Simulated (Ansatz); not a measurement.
Molecular dynamics of CaF$_{2}$

Input file:

```yaml
crystal:
  lattice:
    - [5.533434, 0.0, 0.0]
    - [0.0, 5.533434, 0.0]
    - [0.0, 0.0, 5.533434]
  atoms:
    - { symbol: Ca, position: [0.0, 0.0, 0.0] }
    - { symbol: F, position: [0.25, 0.25, 0.25] }
    - { symbol: F, position: [0.75, 0.75, 0.75] }
    - { symbol: Ca, position: [0.5, 0.5, 0.0] }
    - { symbol: F, position: [0.75, 0.75, 0.25] }
    - { symbol: F, position: [0.25, 0.25, 0.75] }
    - { symbol: Ca, position: [0.5, 0.0, 0.5] }
    - { symbol: F, position: [0.75, 0.25, 0.75] }
    - { symbol: F, position: [0.25, 0.75, 0.25] }
    - { symbol: Ca, position: [0.0, 0.5, 0.5] }
    - { symbol: F, position: [0.25, 0.75, 0.75] }
    - { symbol: F, position: [0.75, 0.25, 0.25] }
basis:
  ecutwfc: 420.0
kpoints:
  mp_grid: { grid: [2, 2, 2] }
hamiltonian:
  xc: pbesol
  pseudopotentials: { kind: paw, azcp: { folder: soft_1 } }
scf:
  occupations: { method: fermi_dirac, width: 0.3 }
  lower_state_search: "off"
md:
  timestep: 2
  n_steps: 540
  ensemble: nvt_langevin
  temperature: 300.0
  initial_velocities: maxwell_boltzmann
  seed: 938859
  friction: 0.02
  temperature_schedule: [{ n_steps: 540, end_temperature: 3500.0 }]
```

Command:

```bash
$ ansatz run input.yaml --threads 1 --pin off --max-ram 3072MiB --backend cpu --events-out ev --progress --plain --runs-dir out
```

It starts from a structure without forces on its atoms.

Output, in part (step lines):

```
md step     0: t =     0.00 fs  T =   275.0 K (target 300.0 K)  F+E_penalty+E_count = -13603.41827759 eV  E_kin = 0.426558 eV  (10 SCF iters)
md step     1: t =     2.00 fs  T =   238.6 K (target 303.0 K)  F+E_penalty+E_count = -13603.41529169 eV  E_kin = 0.370140 eV  (7 SCF iters)
md step     2: t =     4.00 fs  T =   177.9 K (target 308.9 K)  F+E_penalty+E_count = -13603.40771902 eV  E_kin = 0.275896 eV  (7 SCF iters)
md step     3: t =     6.00 fs  T =   159.8 K (target 314.8 K)  F+E_penalty+E_count = -13603.39796937 eV  E_kin = 0.247901 eV  (7 SCF iters)
md step     4: t =     8.00 fs  T =   166.6 K (target 320.7 K)  F+E_penalty+E_count = -13603.38645291 eV  E_kin = 0.258484 eV  (7 SCF iters)
md step     5: t =    10.00 fs  T =   151.0 K (target 326.7 K)  F+E_penalty+E_count = -13603.37304347 eV  E_kin = 0.234297 eV  (6 SCF iters)
md step     6: t =    12.00 fs  T =   148.5 K (target 332.6 K)  F+E_penalty+E_count = -13603.35885341 eV  E_kin = 0.230385 eV  (6 SCF iters)
md step     7: t =    14.00 fs  T =   123.2 K (target 338.5 K)  F+E_penalty+E_count = -13603.34419789 eV  E_kin = 0.191030 eV  (5 SCF iters)
[... lines left out ...]
md step   539: t =  1078.00 fs  T =  2811.2 K (target 3491.1 K)  F+E_penalty+E_count = -13598.56592308 eV  E_kin = 4.360540 eV  (7 SCF iters)
md step   540: t =  1080.00 fs  T =  2732.1 K (target 3497.0 K)  F+E_penalty+E_count = -13598.39124342 eV  E_kin = 4.237876 eV  (9 SCF iters)
```

The steps, from the saved trajectory:

| time (fs) | T (K) | potential energy less start (eV) |
| --- | --- | --- |
| 0 | 275 | 0.000 |
| 36 | 284 | 0.221 |
| 72 | 296 | 0.498 |
| 108 | 497 | 0.700 |
| 144 | 612 | 0.768 |
| 180 | 841 | 0.859 |
| 216 | 594 | 1.187 |
| 252 | 1237 | 1.061 |
| 288 | 1373 | 1.687 |
| 324 | 909 | 1.930 |
| 360 | 1105 | 1.814 |
| 396 | 1341 | 1.273 |
| 432 | 1885 | 1.820 |
| 468 | 1652 | 1.379 |
| 504 | 1446 | 1.910 |
| 540 | 1844 | 1.769 |
| 576 | 1410 | 2.180 |
| 612 | 1560 | 2.213 |
| 648 | 2112 | 3.076 |
| 684 | 2383 | 3.385 |
| 720 | 2624 | 4.100 |
| 756 | 1611 | 5.886 |
| 792 | 2041 | 4.000 |
| 828 | 2146 | 4.836 |
| 864 | 3754 | 4.563 |
| 900 | 3339 | 6.057 |
| 936 | 2567 | 5.813 |
| 972 | 3122 | 3.109 |
| 1008 | 2643 | 4.971 |
| 1044 | 2989 | 4.359 |
| 1080 | 2732 | 5.027 |

All steps were run. The schedule's set-point averaged 2700 K over the second half and the system 2525 K. A run of 1.1 ps of so small a system gives no equilibrium averages. Limits of this set-up: coarse k mesh, PAW files made for another functional.

Mean squared displacements from the first frame to the last, about the centre of mass: Ca 0.34 Å², F 1.93 Å².

Last frame:

```xyz
12
Lattice="5.5334 0.0000 0.0000 0.0000 5.5334 0.0000 0.0000 0.0000 5.5334" Properties=species:S:1:pos:R:3
Ca -0.169 1.710 -0.250
F 0.764 1.081 1.606
F 4.164 5.653 4.054
Ca 2.907 4.316 -0.010
F 4.517 5.659 0.932
F 1.941 0.296 4.463
Ca 2.533 0.822 2.653
F 3.722 3.077 3.902
F 2.294 4.112 2.480
Ca -0.440 4.110 2.753
F 1.223 3.576 4.819
F 4.364 3.265 0.971
```

The run took 36 min on 1 thread of Arm Neoverse V2, on a shared host, peak memory 0.47 GiB.
